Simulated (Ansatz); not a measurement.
**GaN: from a guess to a relaxed structure**

All numbers below come from DFT PBE, scalar-relativistic, plane waves, PAW in Ansatz. Cutoff 420 eV, Gaussian smearing, Γ-centred meshes. Cell and atoms relax first on a coarse mesh and then on a converged one. In between, the cell is made exact in the group found at 0.06 Å. The steps can't lower the symmetry of their start. No spin polarisation.

A trial structure of GaN was built thus: 4-connected net, two elements alternating (P4_12_12, No. 92). The dimensions are guesses.

```cif
data_structure
_symmetry_space_group_name_H-M 'P4_12_12'
_symmetry_Int_Tables_number 92
_cell_length_a 5.1157
_cell_length_b 5.1157
_cell_length_c 2.7927
_cell_angle_alpha 90.000
_cell_angle_beta 90.000
_cell_angle_gamma 90.000
_cell_volume 73.09
loop_
_atom_site_label
_atom_site_type_symbol
_atom_site_symmetry_multiplicity
_atom_site_Wyckoff_symbol
_atom_site_fract_x
_atom_site_fract_y
_atom_site_fract_z
_atom_site_occupancy
Ga1 Ga 4 a 0.66924 0.66924 0.50000 1
N1 N 4 a 0.83076 0.83076 0.00000 1
```

Formation energies are uncorrected and refer to the elements' standard structures at the same level (N₂ as a molecule).

Question: What does it relax into?

Answer: The symmetry stays P4_12_12 (No. 92). The volume per atom grows by 27.6 %, from 9.1 to 11.7 Å³. The shortest distance goes from 1.82 Å (Ga–N) to 1.97 Å (Ga–N). The energy falls by about 0.44 eV/atom (the start's value is from the coarse mesh). Conventional cell: a = 5.569 Å, c = 3.007 Å. Ga has 4 N at 1.97–2.02 Å; N is surrounded by 4 Ga at 1.97–2.02 Å.

```cif
data_structure
_symmetry_space_group_name_H-M 'P4_12_12'
_symmetry_Int_Tables_number 92
_cell_length_a 5.5685
_cell_length_b 5.5685
_cell_length_c 3.0072
_cell_angle_alpha 90.000
_cell_angle_beta 90.000
_cell_angle_gamma 90.000
_cell_volume 93.25
loop_
_atom_site_label
_atom_site_type_symbol
_atom_site_symmetry_multiplicity
_atom_site_Wyckoff_symbol
_atom_site_fract_x
_atom_site_fract_y
_atom_site_fract_z
_atom_site_occupancy
Ga1 Ga 4 a 0.67013 0.67013 0.50000 1
N1 N 4 a 0.83253 0.83253 0.00000 1
```

Question: Give its energy and gap.

Answer: The energy over the elements is −0.080 eV/atom and the gap on the 6×6×10 mesh of the 8-atom cell is 1.17 eV.

Whether it is stable depends on the other phases of the system, which aren't compared here.

The last run used Gaussian smearing of 0.02 eV. Kohn–Sham gaps at this level usually fall short of measured ones. Symmetry constrained the relaxation, so the result can be a saddle point. In all, the 3 runs took 3.3 min on 1 thread of Arm Neoverse V1 (shared host).
